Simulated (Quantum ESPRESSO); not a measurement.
Input of a Quantum ESPRESSO 7.5 run:

File pw.in:

```
&CONTROL
  calculation = 'scf'
  prefix = 'pwscf'
  outdir = './tmp'
  pseudo_dir = './pseudo'
  tprnfor = .true.
  tstress = .true.
  disk_io = 'nowf'
/
&SYSTEM
  ibrav = 0
  nat = 4
  ntyp = 1
  ecutwfc = 45
  ecutrho = 360
  nbnd = 38
  input_dft = 'pbe'
  occupations = 'smearing'
  smearing = 'mv'
  degauss = 0.00999582
/
&ELECTRONS
  conv_thr = 8d-10
  electron_maxstep = 120
  mixing_beta = 0.5
/
ATOMIC_SPECIES
Ge    72.6300 ge_pbesol_v1.4.uspp.F.UPF
CELL_PARAMETERS angstrom
   2.4958980000   -2.6508630000   -1.4369470000
  -2.4958980000   -2.6508630000    1.4369470000
  -2.4958980000    2.6508630000   -4.3108410000
ATOMIC_POSITIONS crystal
Ge     0.9425270100    0.7803462000    0.0663233400
Ge     0.1215299900    0.7196538000    0.4977336600
Ge     0.6953742100    0.2565493900    0.4350686500
Ge     0.2405687900    0.2434506100    0.0008743500
K_POINTS automatic
7 7 6 1 1 1
```

Potentials or basis: GBRV 1.5 PBEsol.

Launch:

```sh
$ OMP_NUM_THREADS=1 pw.x -in pw.in > pw.out
```

Predict the pressure.

14.4 GPa.

Estimate the largest force.

3.874 eV/Å.

Forces on the atoms (eV/Å):
```
Ge  -0.006  2.285  0.987
Ge  -0.953 -3.274 -1.840
Ge  -0.059  3.431 -0.440
Ge   1.018 -2.443  1.293
```

Caveat: the potentials were made for another functional, which shifts forces and pressure.
